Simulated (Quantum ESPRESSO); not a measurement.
# Ru (P6_3/mmc) in Quantum ESPRESSO: notebook

One crystal, Ru, is run at these levels: LDA, PBEsol, PBE; tasks: phonons.

Everything below comes from runs of Quantum ESPRESSO 7.5. Logs are shortened: lines on timing, memory, paths and dates and some standing lists are left out, and cuts for length are marked.

**1. The crystal as given**

It takes space group P6_3/mmc (No. 194, hexagonal). The conventional cell has a = 2.706 Å, b = 2.706 Å, c = 4.282 Å, α = 90.00°, β = 90.00°, γ = 120.00°. Ru (site symmetry -6m2) is surrounded by 12 Ru at 2.65 to 2.71 Å.

**2. Phonons, LDA**

pw.in reads:

```
&CONTROL
  calculation = 'scf'
  prefix = 'pwscf'
  outdir = './tmp'
  pseudo_dir = './pseudo'
  tprnfor = .true.
  tstress = .true.
  disk_io = 'low'
/
&SYSTEM
  ibrav = 0
  nat = 2
  ntyp = 1
  ecutwfc = 45
  ecutrho = 360
  nbnd = 24
  occupations = 'smearing'
  smearing = 'mp'
  degauss = 0.00999582
/
&ELECTRONS
  conv_thr = 4d-10
  electron_maxstep = 120
  mixing_beta = 0.5
/
ATOMIC_SPECIES
Ru   101.0700 ru_lda_v1.2.uspp.F.UPF
CELL_PARAMETERS angstrom
   2.7058000000    0.0000000000    0.0000000000
  -1.3529000000    2.3432915376    0.0000000000
   0.0000000000    0.0000000000    4.2819000000
ATOMIC_POSITIONS crystal
Ru     0.6666666667    0.3333333333    0.7500000000
Ru     0.3333333333    0.6666666667    0.2500000000
K_POINTS automatic
11 11 6 0 0 0
```

relax.in reads:

```
&CONTROL
  calculation = 'vc-relax'
  prefix = 'pwscf'
  outdir = './tmp'
  pseudo_dir = './pseudo'
  tprnfor = .true.
  tstress = .true.
  disk_io = 'low'
  nstep = 40
  forc_conv_thr = 0.0001
  etot_conv_thr = 1d-06
/
&SYSTEM
  ibrav = 0
  nat = 2
  ntyp = 1
  ecutwfc = 45
  ecutrho = 360
  nbnd = 24
  occupations = 'smearing'
  smearing = 'mp'
  degauss = 0.00999582
/
&ELECTRONS
  conv_thr = 4d-10
  electron_maxstep = 120
  mixing_beta = 0.5
/
&IONS
  ion_dynamics = 'bfgs'
/
&CELL
  cell_dynamics = 'bfgs'
  press = 0
  press_conv_thr = 0.2
/
ATOMIC_SPECIES
Ru   101.0700 ru_lda_v1.2.uspp.F.UPF
CELL_PARAMETERS angstrom
   2.7058000000    0.0000000000    0.0000000000
  -1.3529000000    2.3432915376    0.0000000000
   0.0000000000    0.0000000000    4.2819000000
ATOMIC_POSITIONS crystal
Ru     0.6666666667    0.3333333333    0.7500000000
Ru     0.3333333333    0.6666666667    0.2500000000
K_POINTS automatic
11 11 6 0 0 0
```

scf2.in reads:

```
&CONTROL
  calculation = 'scf'
  prefix = 'pwscf'
  outdir = './tmp'
  pseudo_dir = './pseudo'
  tprnfor = .true.
  tstress = .true.
  disk_io = 'low'
/
&SYSTEM
  ibrav = 0
  nat = 2
  ntyp = 1
  ecutwfc = 45
  ecutrho = 360
  nbnd = 24
  occupations = 'smearing'
  smearing = 'mp'
  degauss = 0.00999582
/
&ELECTRONS
  conv_thr = 1d-13
  electron_maxstep = 120
  mixing_beta = 0.5
  startingpot = 'file'
  startingwfc = 'file'
/
ATOMIC_SPECIES
Ru   101.0700 ru_lda_v1.2.uspp.F.UPF
CELL_PARAMETERS angstrom
   2.6726569438    0.0000000000    0.0000000000
  -1.3363284719    2.3145888090    0.0000000000
   0.0000000000    0.0000000000    4.2293123559
ATOMIC_POSITIONS crystal
Ru     0.6666666667    0.3333333333    0.7500000000
Ru     0.3333333333    0.6666666667    0.2500000000
K_POINTS automatic
11 11 6 0 0 0
```

ph.in reads:

```
phonons of Ru
&INPUTPH
  prefix = 'pwscf'
  outdir = './tmp'
  tr2_ph = 1d-16
  fildyn = 'dyn'
  niter_ph = 60
  alpha_mix(1) = 0.4
/
0.0000000000 0.0000000000 0.0000000000
```

dynmat.in reads:

```
&INPUT
  fildyn = 'dyn'
  asr = 'crystal'
  filout = 'dynmat.disp'
  fileig = 'dynmat.eig'
/
```

Potentials or basis: GBRV 1.5 LDA.

Command:

```
$ OMP_NUM_THREADS=1 pw.x -in pw.in > pw.out
$ OMP_NUM_THREADS=1 pw.x -in relax.in > relax.out
$ OMP_NUM_THREADS=1 pw.x -in scf2.in > scf2.out
$ OMP_NUM_THREADS=1 ph.x -in ph.in > ph.out
$ OMP_NUM_THREADS=1 dynmat.x -in dynmat.in > dynmat.out
```

pw.out:

```text
This program is part of the open-source Quantum ESPRESSO suite
     for quantum simulation of materials; please cite
[... 9 lines left out ...]
     --------------------
     sticks:   dense  smooth     PW     G-vecs:    dense   smooth      PW
     Sum         649     313    109                21145     7415    1387

     Using Slab Decomposition

     bravais-lattice index     =            0
     lattice parameter (alat)  =       5.1132  a.u.
     unit-cell volume          =     183.2125 (a.u.)^3
     number of atoms/cell      =            2
     number of atomic types    =            1
     number of electrons       =        32.00
     number of Kohn-Sham states=           24
     kinetic-energy cutoff     =      45.0000  Ry
     charge density cutoff     =     360.0000  Ry
     scf convergence threshold =      4.0E-10
     mixing beta               =       0.5000
     number of iterations used =            8  plain     mixing
     Exchange-correlation= SLA  PZ   NOGX NOGC
                           (   1   1   0   0   0   0   0)

     celldm(1)=   5.113221  celldm(2)=   0.000000  celldm(3)=   0.000000
     celldm(4)=   0.000000  celldm(5)=   0.000000  celldm(6)=   0.000000

     crystal axes: (cart. coord. in units of alat)
               a(1) = (   1.000000   0.000000   0.000000 )
               a(2) = (  -0.500000   0.866025   0.000000 )
               a(3) = (   0.000000   0.000000   1.582489 )

     reciprocal axes: (cart. coord. in units 2 pi/alat)
               b(1) = (  1.000000  0.577350 -0.000000 )
               b(2) = (  0.000000  1.154701  0.000000 )
               b(3) = (  0.000000 -0.000000  0.631916 )

     PseudoPot. # 1 for Ru read from file:
     ru_lda_v1.2.uspp.F.UPF
     Pseudo is Ultrasoft + core correction, Zval = 16.0
     Generated by new atomic code, or converted to UPF format
     Using radial grid of  967 points,  6 beta functions with:
                l(1) =   0
                l(2) =   0
                l(3) =   1
                l(4) =   1
                l(5) =   2
                l(6) =   2
     Q(r) pseudized with  8 coefficients,  rinner =    1.300   1.300   1.300
                                                       1.300   1.300

     atomic species   valence    mass     pseudopotential
     Ru               16.00   101.07000     Ru( 1.00)

     24 Sym. Ops., with inversion, found (12 have fractional translation)

   Cartesian axes

     site n.     atom                  positions (alat units)
         1        Ru     tau(   1) = (   0.5000000   0.2886751   1.1868671  )
         2        Ru     tau(   2) = (  -0.0000000   0.5773503   0.3956224  )

     number of k points=    64  Methfessel-Paxton smearing, width (Ry)=  0.0100
                       cart. coord. in units 2pi/alat
        k(    1) = (   0.0000000   0.0000000   0.0000000), wk =   0.0027548
        k(    2) = (   0.0000000   0.0000000   0.1053193), wk =   0.0055096
        k(    3) = (   0.0000000   0.0000000   0.2106386), wk =   0.0055096
        k(    4) = (   0.0000000   0.0000000  -0.3159579), wk =   0.0027548
        k(    5) = (   0.0000000   0.1049728   0.0000000), wk =   0.0165289
        k(    6) = (   0.0000000   0.1049728   0.1053193), wk =   0.0330579
[... 56 lines left out ...]
        k(   63) = (   0.2727273   0.5773503   0.2106386), wk =   0.0330579
        k(   64) = (   0.2727273   0.5773503  -0.3159579), wk =   0.0165289

     Dense  grid:    21145 G-vectors     FFT dimensions: (  32,  32,  50)

     Smooth grid:     7415 G-vectors     FFT dimensions: (  24,  24,  36)

     Check: negative core charge=   -0.000001

     Initial potential from superposition of free atoms

     starting charge      30.0000, renormalised to      32.0000

     negative rho (up, down):  1.413E-01 0.000E+00
     Starting wfcs are   26 randomized atomic wfcs

     Self-consistent Calculation

     iteration #  1     ecut=    45.00 Ry     beta= 0.50
     Davidson diagonalization with overlap
     ethr =  1.00E-02,  avg # of iterations =  4.8

     negative rho (up, down):  1.380E-01 0.000E+00

     total energy              =    -388.26993986 Ry
     estimated scf accuracy    <       2.50266051 Ry

     iteration #  2     ecut=    45.00 Ry     beta= 0.50
     Davidson diagonalization with overlap
     ethr =  7.82E-03,  avg # of iterations =  2.0

     negative rho (up, down):  1.387E-01 0.000E+00

     total energy              =    -388.86903508 Ry
     estimated scf accuracy    <       0.03097771 Ry

     iteration #  3     ecut=    45.00 Ry     beta= 0.50
     Davidson diagonalization with overlap
     ethr =  9.68E-05,  avg # of iterations =  3.0

     negative rho (up, down):  1.381E-01 0.000E+00

     total energy              =    -388.87562573 Ry
     estimated scf accuracy    <       0.00043573 Ry

     iteration #  4     ecut=    45.00 Ry     beta= 0.50
     Davidson diagonalization with overlap
     ethr =  1.36E-06,  avg # of iterations =  5.3

     negative rho (up, down):  1.378E-01 0.000E+00

     total energy              =    -388.87571291 Ry
     estimated scf accuracy    <       0.00000535 Ry

     iteration #  5     ecut=    45.00 Ry     beta= 0.50
     Davidson diagonalization with overlap
     ethr =  1.67E-08,  avg # of iterations =  3.6

     negative rho (up, down):  1.374E-01 0.000E+00

     total energy              =    -388.87571534 Ry
     estimated scf accuracy    <       0.00000098 Ry

     iteration #  6     ecut=    45.00 Ry     beta= 0.50
     Davidson diagonalization with overlap
     ethr =  3.06E-09,  avg # of iterations =  1.9

     negative rho (up, down):  1.375E-01 0.000E+00

     total energy              =    -388.87571540 Ry
     estimated scf accuracy    <       0.00000008 Ry

     iteration #  7     ecut=    45.00 Ry     beta= 0.50
     Davidson diagonalization with overlap
     ethr =  2.59E-10,  avg # of iterations =  2.0

     negative rho (up, down):  1.375E-01 0.000E+00

     total energy              =    -388.87571542 Ry
     estimated scf accuracy    <          1.6E-09 Ry

     iteration #  8     ecut=    45.00 Ry     beta= 0.50
     Davidson diagonalization with overlap
     ethr =  5.04E-12,  avg # of iterations =  2.1

     negative rho (up, down):  1.375E-01 0.000E+00

     End of self-consistent calculation

          k = 0.0000 0.0000 0.0000 (   965 PWs)   bands (ev):

   -49.5402 -49.3336 -20.0880 -19.1444 -19.1444 -18.9724 -18.9724 -18.9307
    15.3967  17.2149  20.8457  20.8457  21.0189  21.5312  21.5312  22.0630
    22.0630  24.6565  24.6565  24.7184  33.6869  38.2937  40.7361  41.4030

          k = 0.0000 0.0000 0.1053 (   941 PWs)   bands (ev):

   -49.5265 -49.3477 -20.0139 -19.1330 -19.1330 -19.0119 -18.9840 -18.9840
    15.7046  17.3128  20.6944  20.6944  20.8701  21.3564  21.3564  22.4577
    22.4577  23.7567  24.6634  24.6634  34.9717  37.7931  40.6165  41.8232

          k = 0.0000 0.0000 0.2106 (   953 PWs)   bands (ev):

   -49.4892 -49.3859 -19.8090 -19.2309 -19.1017 -19.1017 -19.0157 -19.0157
    16.5141  17.4981  20.5728  20.5728  20.5792  20.9897  20.9897  21.9640
    23.2408  23.2408  24.5123  24.5123  37.4867  37.5876  39.4621  42.9003

          k = 0.0000 0.0000-0.3160 (   954 PWs)   bands (ev):

   -49.4378 -49.4378 -19.5235 -19.5235 -19.0588 -19.0588 -19.0588 -19.0588
    17.3358  17.3358  20.6801  20.6801  20.6801  20.6801  20.7166  20.7166
    24.0117  24.0117  24.0117  24.0117  37.8443  37.8443  41.2696  41.2696

          k = 0.0000 0.1050 0.0000 (   949 PWs)   bands (ev):

   -49.5281 -49.3289 -20.0597 -19.2044 -19.1646 -19.0346 -18.9807 -18.9439
    15.7000  17.4450  20.3831  21.0945  21.3552  21.4670  21.7297  21.7603
    21.8795  23.0143  24.7696  26.8065  33.6401  38.8023  41.0815  41.8219

          k = 0.0000 0.1050 0.1053 (   947 PWs)   bands (ev):

   -49.5150 -49.3425 -19.9907 -19.1905 -19.1524 -19.0845 -18.9932 -18.9832
    15.9958  17.5546  20.3769  20.8939  20.9610  21.0921  21.5684  22.2882
    22.3486  22.8211  24.7479  26.0890  34.9672  38.3117  40.9758  42.0478

          k = 0.0000 0.1050 0.2106 (   952 PWs)   bands (ev):

   -49.4789 -49.3793 -19.8006 -19.2702 -19.1509 -19.1190 -19.0399 -19.0271
    16.7812  17.7735  20.3392  20.4874  20.5511  20.7603  21.1974  21.8212
    23.1688  23.3037  24.5340  25.0820  37.5559  37.9846  39.8795  42.7403

          k = 0.0000 0.1050-0.3160 (   952 PWs)   bands (ev):

   -49.4293 -49.4293 -19.5368 -19.5368 -19.0971 -19.0971 -19.0732 -19.0732
    17.6153  17.6153  20.0844  20.0844  20.8775  20.8775  20.9496  20.9496
    23.9759  23.9759  24.2130  24.2130  38.2222  38.2222  41.3555  41.3555

          k = 0.0000 0.2099 0.0000 (   933 PWs)   bands (ev):

   -49.4950 -49.3170 -19.9791 -19.3655 -19.2170 -19.1978 -19.0046 -18.9837
    16.5115  17.9421  19.8702  20.5834  21.1005  21.4598  21.8074  22.0885
    22.2389  22.4119  24.9995  29.1011  33.4898  39.2453  41.3108  41.9859

          k = 0.0000 0.2099 0.1053 (   949 PWs)   bands (ev):

   -49.4832 -49.3291 -19.9284 -19.3429 -19.2493 -19.2029 -19.0190 -19.0094
    16.7478  18.0827  19.9229  20.2875  20.8260  21.2515  21.8820  22.1051
    22.4058  22.7264  24.9148  27.9269  34.9767  39.1144  40.8827  41.3912

          k = 0.0000 0.2099 0.2106 (   941 PWs)   bands (ev):

   -49.4509 -49.3620 -19.7889 -19.4028 -19.2663 -19.1644 -19.0795 -19.0582
    17.3847  18.4069  19.5961  20.0621  20.3840  21.1991  21.5343  21.7788
    23.1153  23.5521  24.5732  26.1826  37.4550  38.9839  40.4918  41.2972

          k = 0.0000 0.2099-0.3160 (   936 PWs)   bands (ev):

   -49.4066 -49.4066 -19.5964 -19.5964 -19.1742 -19.1742 -19.1115 -19.1115
    18.1810  18.1810  19.5349  19.5349  20.8641  20.8641  21.4014  21.4014
    23.9271  23.9271  24.7212  24.7212  38.9107  38.9107  40.9682  40.9682
[... 267 lines left out ...]
   -49.3486 -49.2994 -19.7627 -19.6502 -19.5439 -19.4837 -19.3091 -19.2703
    17.9941  18.7653  18.9946  19.7434  20.3167  21.0932  22.0505  23.8166
    24.9835  25.0222  28.1465  31.8986  32.6318  35.4265  36.7570  39.1481

          k = 0.2727 0.4724 0.1053 (   936 PWs)   bands (ev):

   -49.3453 -49.3027 -19.7691 -19.7602 -19.5427 -19.4277 -19.3142 -19.2021
    18.0744  18.7864  19.1666  19.3228  20.8360  20.8526  21.9885  23.8365
    24.3872  25.1731  28.3998  31.7689  33.1715  34.4394  37.6366  38.8128

          k = 0.2727 0.4724 0.2106 (   927 PWs)   bands (ev):

   -49.3362 -49.3117 -19.8523 -19.8181 -19.5578 -19.4229 -19.2257 -19.1316
    18.2220  18.5775  19.3282  19.6382  20.4388  21.1224  21.9258  23.0298
    24.3702  25.2942  28.8890  30.8191  34.4294  34.5321  37.0492  37.2984

          k = 0.2727 0.4724-0.3160 (   930 PWs)   bands (ev):

   -49.3239 -49.3239 -19.8680 -19.8680 -19.4965 -19.4965 -19.1378 -19.1378
    18.3586  18.3586  19.6657  19.6657  20.7169  20.7169  22.1685  22.1685
    24.9825  24.9825  29.6532  29.6532  35.6033  35.6033  36.0110  36.0110

          k = 0.2727 0.5774 0.0000 (   934 PWs)   bands (ev):

   -49.3290 -49.3079 -19.7773 -19.5912 -19.5753 -19.4606 -19.3584 -19.3434
    17.8713  18.8642  19.0491  19.9001  20.4433  20.8107  22.2895  24.3165
    24.7212  24.9437  29.6823  30.3791  31.7847  36.7502  38.0920  39.0449

          k = 0.2727 0.5774 0.1053 (   933 PWs)   bands (ev):

   -49.3275 -49.3093 -19.7860 -19.6797 -19.6526 -19.3943 -19.3377 -19.2516
    18.0207  18.9285  19.0105  19.6426  20.5255  20.9055  22.2445  24.2712
    24.3708  24.8223  30.0759  30.5210  32.3278  36.0417  36.5279  38.3140

          k = 0.2727 0.5774 0.2106 (   927 PWs)   bands (ev):

   -49.3236 -49.3131 -19.8430 -19.7999 -19.6333 -19.4623 -19.2004 -19.1543
    18.2943  18.8790  19.1720  19.4018  20.5888  20.9572  22.2049  23.0777
    24.5286  24.8867  30.7782  30.9078  33.6321  34.9379  35.0833  36.8735

          k = 0.2727 0.5774-0.3160 (   930 PWs)   bands (ev):

   -49.3183 -49.3183 -19.8607 -19.8607 -19.5514 -19.5514 -19.1323 -19.1323
    18.5451  18.5451  19.4587  19.4587  20.7238  20.7238  22.3545  22.3545
    24.7486  24.7486  31.1897  31.1897  34.2773  34.2773  35.4202  35.4202

     the Fermi energy is    23.3765 ev

!    total energy              =    -388.87571542 Ry
     estimated scf accuracy    <          1.2E-10 Ry
     smearing contrib. (-TS)   =      -0.00003179 Ry
     internal energy E=F+TS    =    -388.87568363 Ry

     The total energy is F=E-TS. E is the sum of the following terms:
     one-electron contribution =     -65.56725660 Ry
     hartree contribution      =      56.21367042 Ry
     xc contribution           =     -51.53768456 Ry
     ewald contribution        =    -327.98441288 Ry

     convergence has been achieved in   8 iterations

     negative rho (up, down):  1.375E-01 0.000E+00

     Forces acting on atoms (cartesian axes, Ry/au):

     atom    1 type  1   force =     0.00000000    0.00000000    0.00000000
     atom    2 type  1   force =     0.00000000    0.00000000    0.00000000

     Total force =     0.000000     Total SCF correction =     0.000000

     Computing stress (Cartesian axis) and pressure

     negative rho (up, down):  1.375E-01 0.000E+00
          total   stress  (Ry/bohr**3)                   (kbar)     P=     -124.62
  -0.00082852   0.00000000   0.00000000         -121.88        0.00        0.00
   0.00000000  -0.00082852   0.00000000            0.00     -121.88        0.00
   0.00000000   0.00000000  -0.00088445            0.00        0.00     -130.11

=------------------------------------------------------------------------------=
   JOB DONE.
=------------------------------------------------------------------------------=
```

It took 8.4 min on 1 thread of Arm Neoverse V1, shared host; peak memory 0.12 GiB.

What came out:

* Free energy: -5290.9625 eV
* Relaxed volume: 13.08 Å³/atom
* Relaxed cell: a = 2.673 Å, b = 2.673 Å, c = 4.229 Å, α = 90.00°, β = 90.00°, γ = 120.00°
* Space group after relaxing (to 0.05 Å): P6_3/mmc (No. 194)
* Pressure after relaxing: 0.0 GPa
* Band gap on the k mesh: none (metal or under the smearing width)
* Highest phonon frequency at Γ: 275 cm⁻¹

Step by step:
| step | energy change (eV) | largest force (eV/Å) | pressure (GPa) | volume (Å³) |
| --- | --- | --- | --- | --- |
| 1 | 0.0000 | 0.0000 | -12.46 | 27.15 |
| 2 | -0.0164 | 0.0000 | 10.70 | 25.46 |
| 3 | -0.0394 | 0.0000 | -0.70 | 26.21 |
| 4 | -0.0395 | 0.0000 | -0.04 | 26.17 |
| 5 | -0.0395 | 0.0000 | 0.00 | 26.16 |

Final structure:
```
CELL_PARAMETERS angstrom
2.67266 0.00000 0.00000
-1.33633 2.31459 0.00000
0.00000 0.00000 4.22931
ATOMIC_POSITIONS crystal
Ru 0.66667 0.33333 0.75000
Ru 0.33333 0.66667 0.25000
```

Phonon frequencies in cm⁻¹ (negative: imaginary):
| q point | frequencies |
| --- | --- |
| (0.000, 0.000, 0.000) | -8 -8 -7 201 201 275 |

Optical modes at Γ, degenerate ones joined:
| cm⁻¹ | components | symmetry | active in |
| --- | --- | --- | --- |
| 201 | 2 | E2g | Raman |
| 275 | 1 | B1g | silent |

Caveat: the mesh is thin for the phonons of a metal.

(Part 1 of 2 ends here.)
